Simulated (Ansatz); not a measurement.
# Relaxing AlN

These are results of Ansatz, DFT PBE, scalar-relativistic, plane waves, PAW, not measurements. (420 eV cutoff, 10×10×10 k-mesh, Gaussian smearing of 0.02 eV, no spin polarisation)

What was changed: relaxed at 40 GPa.

Other phases may be more stable at this pressure.

Command:

```bash
ansatz run input.yaml --threads 1 --pin off --max-ram 2560MiB --backend cpu --events-out ev --progress --plain --runs-dir out
```

Input:

```yaml
crystal:
  lattice:
    - [0.0, 2.0894575392, 2.0894575392]
    - [2.0894575392, 0.0, 2.0894575392]
    - [2.0894575392, 2.0894575392, 0.0]
  atoms:
    - { symbol: Al, position: [0.0, 0.0, 0.0] }
    - { symbol: "N", position: [0.75, 0.75, 0.75] }
basis:
  ecutwfc: 420
kpoints:
  mp_grid: { grid: [10, 10, 10] }
hamiltonian:
  xc: pbe
scf:
  occupations: { method: gaussian, width: 0.02 }
output:
  forces: true
  stress: true
  eigenvalues: true
relax:
  adjacent_minimum: "off"
  f_tol: 0.008
  max_steps: 50
  cell: { stress_tol: 0.08, p_target: 40.0 }
```

F is the free energy. Steps run on the plane waves of an earlier cell, but the last one, and at times one on the way, on a freshly chosen basis, so a repeated geometry can differ a little in energy. The relaxation lowers the enthalpy F + PV at the target pressure, so F itself can rise.

Steps:

| step | F − F(1) (eV) | largest force component (eV/Å) | V (Å³/atom) | P (GPa) |
| --- | --- | --- | --- | --- |
| 1 | 0.0000 | 0.000 | 9.122 | 40.92 |
| 2 | -0.0072 | 0.000 | 9.136 | 40.38 |
| 3 | -0.0122 | 0.000 | 9.147 | 40.00 |
| 4 | -0.0123 | 0.000 | 9.147 | 40.02 |

Relaxed structure:

```xyz
2
Lattice="0.0000 2.0913 2.0913 2.0913 0.0000 2.0913 2.0913 2.0913 0.0000" Properties=species:S:1:pos:R:3 pbc="T T T"
Al    0.0000    0.0000    0.0000
N     3.1370    3.1370    3.1370
```

Symmetry: F-43m, No. 216, cubic system. The conventional cell has a = 4.183 Å, b = 4.183 Å, c = 4.183 Å, α = 90.00°, β = 90.00°, γ = 90.00°. Al (site symmetry -43m) is surrounded by 4 N at 1.81 Å. N (site symmetry -43m) is surrounded by 4 Al at 1.81 Å.

The run converged. It took 4.6 s on 1 thread of Arm Neoverse V1 (shared host), peak memory 0.27 GiB.